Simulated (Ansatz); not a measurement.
# MnO (P-6m2) in Ansatz: settings compared, part 2 of 2

Ansatz 0.2.0.

## Step 3: Relaxation of cell and atoms, HSE06, collinear spin, ferromagnetic start

input

```
crystal:
  lattice:
    - [2.96948591, 0.0, 0.0]
    - [-1.48474296, 2.57165023, 0.0]
    - [0.0, 0.0, 2.89807113]
  atoms:
    - { symbol: Mn, position: [0.0, 0.0, 0.0], spin: 4.0 }
    - { symbol: O, position: [0.6666666667, 0.3333333333, 0.5] }
hamiltonian:
  xc: hse06
  pseudopotentials: { kind: paw }
magnetization:
  spin_polarized: true
kpoints:
  mp_grid: { grid: [5, 5, 5] }
scf:
  occupations: { method: fermi_dirac, width: 0.05 }
output:
  forces: true
  stress: true
  eigenvalues: true
relax:
  f_tol: 0.01
  max_steps: 40
  cell: { stress_tol: 0.05 }
```

Potentials or basis: Ansatz PAW.

The program printed:

```text
GPUs: using 1 of 1 available (devices: 1).
Engine: ansatz 0.2.0, x86_64-unknown-linux-gnu
Pseudopotentials: kind: paw
Pseudopotential: Mn, paw, valence charge 15, recommended cutoff 420 eV (normal), Mn.paw.azcp
Pseudopotential: O, paw, valence charge 6, recommended cutoff 420 eV (normal), O.paw.azcp
Functional definition: HSE06
  parameter a = 0.25
  parameter omega = 0.11/bohr
  exchange = pbe_x - a*pbe_x_sr(omega) + a*exact_x_sr(omega)
  correlation = pbe_c
device memory: the entry about to start is reckoned to put 0.7 GiB on a device that reports 66.1 GiB free (of which the cap on the GPU budget leaves the run 18.0 GiB)
GPU FFT provider: cuFFT
GPU libraries: cuBLAS 13.8.2, cuFFT 12.4.0, cuSOLVER 12.3.4
Crystal: 2 atoms, lattice volume = 22.131 Å³
Basis set: ecut = 420 eV, 405 PW (Γ), exchange–correlation on 40×40×40 points (8 copies of the dense FFT grid, shifted against one another)
Bands: 17, of which v1, the nominal top of the filled ones, is band 11 counted from 1 (10 counted from 0)
Symmetry: 12 space group operations
Space group: P-6m2 (ITA 187), of the structure as read, at distance tolerance 2.8e-5 Å
Magnetic group: BNS 187.209 (UNI 1439), of the structure as read, at distance tolerance 2.8e-5 Å
k-points: 15 of 125 (time reversal used)
Non-local potential: Mn, projectors of the file, l = 0: 3, l = 1: 2, l = 2: 3, l = 3: 1
Non-local potential: O, projectors of the file, l = 0: 2, l = 1: 2, l = 2: 1
[... 411 lines left out ...]
  E_kinetic    = 475.003217
  E_local      = -2274.685901  (includes V_loc(G=0)·N_el)
  E_nonlocal   = 303.957684
  E_hartree    = 915.041417
  E_xc         = -147.679535
  E_vxc        = -187.043515  (∫ρ·V_xc dr)
  E_exx        = -86.622909  (= α·E_x^exact, valence–valence)
  E_paw        = -1418.521666  (= ΣΔE_a)
  E_vpaw       = -282.938068  (= ΣTr[D̂ρ^β])
  E_aug_tail   = 0.002391  (compensation charges beyond the density's cutoff)
  E_ewald      = -2232.238024
  E_core_change = -0.223223  (= ΣΔE_core)
  E_smearing   = -0.000000  (= −TS)
  E_closure    = 0.000000  (closes the sum)
  Σ components = -4465.966549   (vs F -4465.966549, Δ=0.00e0)
--- Forces (eV/Å), atoms counted from 1 ---
  atom   1  Mn     0.00000000     0.00000000    -0.00000000
  atom   2  O     -0.00000000     0.00000000    -0.00000000
  max |Σ_I F_I| component: 8.96e-18 eV/Å
--- Stress (GPa, compression-positive) ---
        0.008989      -0.000000       0.000000
       -0.000000       0.008989      -0.000000
        0.000000      -0.000000       0.003789
  P = ⅓ Tr σ = 0.0073 GPa (0.073 kbar)
--- Band table (eV; the first three rows and the last of 30) ---
  k-point 0 ↑: bands = ["-74.7459", "-42.1680", "-42.1680", "-42.0781", "-9.5063", "6.1294", "6.1294", "6.5324", "8.5305", "8.5305", "8.5897", "10.5211", "10.5211", "12.5458", "27.0792", "27.4067", "27.4067"]
  k-point 1 ↑: bands = ["-74.7417", "-42.1643", "-42.1643", "-42.1229", "-9.1951", "5.4700", "6.3435", "6.3435", "8.0772", "8.0772", "8.2781", "10.6082", "10.6082", "14.3364", "25.1385", "28.4118", "28.4118"]
  k-point 2 ↑: bands = ["-74.7348", "-42.1951", "-42.1583", "-42.1583", "-8.6278", "3.4878", "6.6281", "6.6281", "7.6722", "7.6722", "9.1360", "10.4645", "10.4645", "17.1668", "20.9180", "31.1986", "31.1986"]
  k-point 14 ↓: bands = ["-68.4562", "-35.4813", "-35.4414", "-35.3989", "-7.5527", "6.0782", "6.2986", "7.5531", "15.2612", "17.0346", "17.9372", "18.0601", "18.5138", "21.4443", "23.4968", "26.0928", "26.8785"]
--- Relaxed structure (6 steps of the walk, 6 accepted, 2 SCFs on fresh bases) ---
  F+E_penalty+E_count = -4465.96654854 eV   max|allowed force component| = 4.770e-18 eV/Å   (the final SCF, on the basis selected at the relaxed cell)
  cell:  # Å, volume = 22.2605 Å³
    - [3.0355791419401186, 2.951003031225479e-9, 8.36175561506664e-19]
    - [-1.517789573525703, 2.6288886506428097, -4.1808778145730586e-19]
    - [8.160659217984569e-19, -5.8293834352554004e-34, 2.789464597485806]
  atoms:
    - { symbol: Mn, position: [-3.7007434155248937e-17, -2.4924601010939474e-33, -8.168498231359756e-35] }
    - { symbol: O, position: [0.6666666666666665, 0.33333333333333326, 0.5] }
```

Run time: 2.1 min. Hardware: 1 × NVIDIA H100 80GB HBM3 with 2 threads of AMD EPYC 7R13 (Zen 3), shared host; peak memory 1.7 GiB.

What came out:

- Free energy: -4465.9665 eV
- Relaxed volume: 11.13 Å³/atom
- Relaxed cell: a = 3.036 Å, b = 3.036 Å, c = 2.789 Å, α = 90.00°, β = 90.00°, γ = 120.00°
- Space group after relaxing (to 0.05 Å): P-6m2 (No. 187)
- Energy gained by relaxing: 30.9 meV/atom
- Ionic steps: 8
- Pressure after relaxing: 0.0 GPa
- Band gap on the k mesh: 1.22 eV, indirect (least direct gap 2.02 eV)
- Net moment: 5.00 μB per cell
- Absolute moment: 5.00 μB per cell
- Site moments: Mn +4.29; O +0.22 μB

Step by step:
```tsv
step	energy change (eV)	largest force (eV/Å)	volume (Å³)
1	0.0000	0.0000	22.13
2	-0.0528	0.0000	22.34
3	-0.0604	0.0000	22.28
4	-0.0605	0.0000	22.25
5	-0.0605	0.0000	22.24
6	-0.0618	0.0000	22.24
7	-0.0617	0.0000	22.26
8	-0.0618	0.0000	22.26
```

Final structure:
```xyz
2
Lattice="3.0356 0.0000 0.0000 -1.5178 2.6289 0.0000 0.0000 0.0000 2.7895" Properties=species:S:1:pos:R:3 pbc="T T T"
Mn    0.0000    0.0000    0.0000
O     1.5178    0.8763    1.3947
```

Caveat: the k mesh is coarse (spacing up to 0.49 Å⁻¹), so the values aren't converged, least of all with exact exchange; the magnetic or orbital state may not be the lowest; odd divisions of the mesh miss points on the zone boundary, where band edges often lie, so the gap on the mesh can be too wide; the plane-wave basis is chosen anew once the cell has moved, so the energies of steps on either side of that aren't comparable; the pressure holds a Pulay correction of +0.6 GPa for the finite cutoff; a cell with one magnetic atom can't hold antiferromagnetic order, which such compounds often take; the PAW data sets come from PBE, with cores solved anew for the run's functional, which leaves a small shift of forces and pressure. A k mesh can miss the band edges.

## Step 4: Relaxation of cell and atoms, HSE03, collinear spin, ferromagnetic start

Edit input of step 3 so:

```diff
@@ -9,3 +9,3 @@
 hamiltonian:
-  xc: hse06
+  xc: { exchange: pbe, correlation: pbe, exx: { coeff: 0.25, omega: 0.3 } }
   pseudopotentials: { kind: paw }
```

Wall time 1.8 min (1 × NVIDIA H100 80GB HBM3 with 2 threads of AMD EPYC 7R13 (Zen 3), shared host); peak memory 1.7 GiB.

The run converged. Its results:

```
Free energy                            : -4465.9192 eV
Relaxed volume                         : 11.14 Å³/atom
Relaxed cell                           : a = 3.037 Å, b = 3.037 Å, c = 2.791 Å, α = 90.00°, β = 90.00°, γ = 120.00°
Space group after relaxing (to 0.05 Å) : P-6m2 (No. 187)
Energy gained by relaxing              : 30.8 meV/atom
Ionic steps                            : 8
Pressure after relaxing                : 0.0 GPa
Band gap on the k mesh                 : 0.98 eV, indirect (least direct gap 1.78 eV)
Net moment                             : 5.00 μB per cell
Absolute moment                        : 5.00 μB per cell
Site moments                           : Mn +4.29; O +0.22 μB
```

Step by step:
| step | energy change (eV) | largest force (eV/Å) | volume (Å³) |
| --- | --- | --- | --- |
| 1 | 0.0000 | 0.0000 | 22.13 |
| 2 | -0.0521 | 0.0000 | 22.36 |
| 3 | -0.0600 | 0.0000 | 22.30 |
| 4 | -0.0601 | 0.0000 | 22.28 |
| 5 | -0.0601 | 0.0000 | 22.27 |
| 6 | -0.0615 | 0.0000 | 22.27 |
| 7 | -0.0615 | 0.0000 | 22.29 |
| 8 | -0.0616 | 0.0000 | 22.29 |

Final structure:
```
Mn O
1.0
     3.03691    0.00000    0.00000
    -1.51845    2.63004    0.00000
     0.00000    0.00000    2.79063
Mn O
1 1
Direct
  0.00000 0.00000 0.00000
  0.66667 0.33333 0.50000
```

Levels at points of the mesh, in eV from the valence-band top:
Spin up:
| k point | band 11 | band 12 | band 13 | band 14 | band 15 | band 16 |
| --- | --- | --- | --- | --- | --- | --- |
| (0.00, 0.00, 0.00) | -2.74 | -0.81 | -0.81 | 0.98 | 15.47 | 15.78 |
Spin down:
| k point | band 5 | band 6 | band 7 | band 8 | band 9 | band 10 | band 11 | band 12 |
| --- | --- | --- | --- | --- | --- | --- | --- | --- |
| (0.00, 0.00, 0.00) | -20.22 | -2.78 | -2.78 | -2.16 | 2.10 | 3.09 | 5.66 | 5.66 |

Caveat: the k mesh is coarse (spacing up to 0.49 Å⁻¹), so the values aren't converged, least of all with exact exchange; the magnetic or orbital state may not be the lowest; odd divisions of the mesh miss points on the zone boundary, where band edges often lie, so the gap on the mesh can be too wide; the plane-wave basis is chosen anew once the cell has moved, so the energies of steps on either side of that aren't comparable; the pressure holds a Pulay correction of +0.6 GPa for the finite cutoff; a cell with one magnetic atom can't hold antiferromagnetic order, which such compounds often take; the PAW data sets come from PBE, with cores solved anew for the run's functional, which leaves a small shift of forces and pressure. A k mesh can miss the band edges.

## Step 5: Relaxation of cell and atoms, HSEsol, collinear spin, ferromagnetic start

Edit input of step 4 so:

```diff
@@ -9,3 +9,6 @@
 hamiltonian:
-  xc: { exchange: pbe, correlation: pbe, exx: { coeff: 0.25, omega: 0.3 } }
+  xc:
+    exchange: hjs_pbesol
+    correlation: pbesol
+    exx: { coeff: 0.25, omega: 0.207 }
   pseudopotentials: { kind: paw }
```

It took 91 s on 1 × NVIDIA H100 80GB HBM3 with 2 threads of AMD EPYC 7R13 (Zen 3), shared host; peak memory 1.7 GiB.

Results (log left out):

```yaml
Free_energy: -4439.8954 eV
Relaxed_volume: 10.82 Å³/atom
Relaxed_cell: a = 3.006 Å, b = 3.006 Å, c = 2.766 Å, α = 90.00°, β = 90.00°, γ = 120.00°
Space_group_after_relaxing_to_0.05_Å: P-6m2 (No. 187)
Energy_gained_by_relaxing: 35.2 meV/atom
Ionic_steps: 7
Pressure_after_relaxing: 0.0 GPa
Band_gap_on_the_k_mesh: 1.20 eV, indirect (least direct gap 2.05 eV)
Net_moment: 5.00 μB per cell
Absolute_moment: 5.00 μB per cell
Site_moments: Mn +4.26; O +0.23 μB
```

The path:
| step | energy change (eV) | largest force (eV/Å) | volume (Å³) |
| --- | --- | --- | --- |
| 1 | 0.0000 | 0.0000 | 22.13 |
| 2 | -0.0664 | 0.0000 | 21.91 |
| 3 | -0.0717 | 0.0000 | 21.58 |
| 4 | -0.0716 | 0.0000 | 21.64 |
| 5 | -0.0705 | 0.0000 | 21.64 |
| 6 | -0.0705 | 0.0000 | 21.64 |
| 7 | -0.0705 | 0.0000 | 21.64 |

Final structure:
```
CELL_PARAMETERS angstrom
3.00551 0.00000 0.00000
-1.50276 2.60285 0.00000
0.00000 0.00000 2.76584
ATOMIC_POSITIONS crystal
Mn 0.00000 0.00000 0.00000
O 0.66667 0.33333 0.50000
```

Levels at points of the mesh, in eV from the valence-band top:
Spin up:
| k point | band 9 | band 10 | band 11 | band 12 | band 13 | band 14 | band 15 | band 16 | band 17 |
| --- | --- | --- | --- | --- | --- | --- | --- | --- | --- |
| (0.00, 0.00, 0.00) | -2.97 | -2.80 | -2.80 | -0.85 | -0.85 | 1.20 | 15.68 | 16.13 | 16.13 |
Spin down:
```csv
k point,band 5,band 6,band 7,band 8,band 9,band 10,band 11,band 12
"(0.00, 0.00, 0.00)",-20.49,-2.97,-2.97,-2.31,2.19,3.28,5.91,5.91
```

Caveat: the k mesh is coarse (spacing up to 0.49 Å⁻¹), so the values aren't converged, least of all with exact exchange; the magnetic or orbital state may not be the lowest; odd divisions of the mesh miss points on the zone boundary, where band edges often lie, so the gap on the mesh can be too wide; the plane-wave basis is chosen anew once the cell has moved, so the energies of steps on either side of that aren't comparable; the pressure holds a Pulay correction of +0.6 GPa for the finite cutoff; a cell with one magnetic atom can't hold antiferromagnetic order, which such compounds often take; the PAW data sets come from PBE, with cores solved anew for the run's functional, which leaves a small shift of forces and pressure. A k mesh can miss the band edges.

## Step 6: Overview

| level | gap on the mesh (eV) | pressure (GPa) | moment (μB) | relaxed volume (Å³/atom) |
| --- | --- | --- | --- | --- |
| B3LYP | 1.78 | 0.0 | 5.00 | 11.46 |
| HSE06 | 1.22 | 0.0 | 5.00 | 11.13 |
| HSE03 | 0.98 | 0.0 | 5.00 | 11.14 |
| HSEsol | 1.20 | 0.0 | 5.00 | 10.82 |

Alike in all rows: task relaxation of cell and atoms; potentials or basis Ansatz PAW; spin collinear, ferromagnetic start; cell relaxed; k mesh 5 × 5 × 5; cutoff (eV) 420; smearing fermi-dirac 0.05 eV; the mesh is coarse, so values aren't converged.

Caveats: all runs use coarse meshes; the magnetic or orbital state may not be the lowest; odd divisions of the mesh miss points on the zone boundary, where band edges often lie, so the gap on the mesh can be too wide; the plane-wave basis is chosen anew once the cell has moved, so the energies of steps on either side of that aren't comparable; a cell with one magnetic atom can't hold antiferromagnetic order, which such compounds often take; the PAW data sets come from PBE, with cores solved anew for the run's functional, which leaves a small shift of forces and pressure.

Total energies depend on the potentials used, so only differences within one code and one set of settings carry meaning.
